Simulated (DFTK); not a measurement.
**CdSe in DFTK: convergence with k mesh**

Crystal: CdSe.

```
Cd Se
1.0
     4.34202    0.00000    0.00000
     2.17101    3.76030    0.00000
     2.17101    1.25343    3.54524
Cd Se
1 1
Direct
  0.00989 0.98660 0.99949
  0.25237 0.23350 0.22650
```

The cell comes from a database or a generator and needn't be the stable form of this composition.

The cell isn't the ideal one: atoms moved at random.

```yaml
Program: DFTK 0.8.2
Task: convergence study
Functional: LDA
Potentials_or_basis: cp2k.nc.sr.lda.v0_1.largecore.gth (LDA, GTH, large core)
Cutoff: 599 eV
k_mesh: 1 × 1 × 1
Occupations: fermi-dirac, width 0.15 eV
Spin: no spin polarisation
```

These are the settings of the first run; the series varies k mesh, with any setting tied to it.

Hardware: 1 thread of Intel(R) Xeon(R) 6975P-C (Granite Rapids) (shared host).

Problem. The values tried are 1 × 1 × 1, 2 × 2 × 2, 4 × 4 × 4, 5 × 5 × 5, 6 × 6 × 6, 7 × 7 × 7, 9 × 9 × 9, 10 × 10 × 10, loosest first. From which on does the gap on the mesh stay within 0.01 eV of the tightest run that finished?

Solution. From 5 × 5 × 5 on.

```tsv
k mesh	energy less the tightest run, at zero smearing (meV/atom)	largest force (eV/Å)	gap on the mesh (eV)	SCF cycles
1 × 1 × 1	5555.10	0.871	5.165	13
2 × 2 × 2	579.40	0.326	-	10
4 × 4 × 4	23.68	0.369	0.687	9
5 × 5 × 5	6.67	0.371	0.699	10
6 × 6 × 6	2.17	0.372	0.703	9
7 × 7 × 7	0.78	0.373	0.704	9
9 × 9 × 9	0.08	0.373	0.705	9
10 × 10 × 10	0.00	0.373	0.705	9
```

Against the tightest run, the energy stays within 1 meV/atom from 7 × 7 × 7 on; the largest force stays within 0.005 eV/Å from 4 × 4 × 4 on. Meshes of other sizes hit other points, so gaps and Fermi surfaces needn't settle smoothly. The tightest run that finished is the yardstick and may itself not be fully converged.

Caveat, for the tightest run too: the cutoff is short for these potentials, so energies and forces aren't converged, fitted volumes are rough and the log's stress (off by 3 to 10 GPa or more in trials) isn't used; this set keeps more shells in the core, which shifts pressures and gaps.
